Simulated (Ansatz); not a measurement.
Au, DFT, PBEsol, all-electron LAPW, scalar-relativistic (Ansatz 0.2.0), run on 1 thread of Arm Neoverse V2 on a shared host.

The cell is the one relaxed in the Materials Project (mp-1008634), not relaxed further here; entries there can be hypothetical.

Command: `ansatz run input.yaml --threads 1 --pin off --max-ram 2048MiB --backend cpu --events-out ev --progress --plain --runs-dir out`

```yaml
crystal:
  lattice:
    - [1.411309965, -2.555933025, 0.0]
    - [1.411309965, 2.555933025, 0.0]
    - [0.0, 0.0, 4.89316961]
  atoms:
    - { symbol: Au, position: [0.66532797, 0.33467203, 0.75] }
    - { symbol: Au, position: [0.33467203, 0.66532797, 0.25] }
kpoints:
  mp_grid: { grid: [15, 15, 8] }
scf:
  occupations: { method: fermi_dirac, width: 0.08 }
hamiltonian:
  xc: pbesol
  pseudopotentials: { kind: all_electron, lapw: { basis_error: 0.0005 } }
output:
  forces: true
  stress: true
  eigenvalues: true
basis:
  ecutwfc: 260
```

How large is the problem that the program sets up?

320 irreducible k-points, 337 plane waves at Γ, 52 bands.

About how long does it take, and how much memory does it use?

120 s of wall time for 6 SCF iterations, with a peak of 1.3 GiB. Times on shared machines scatter by tens of per cent.
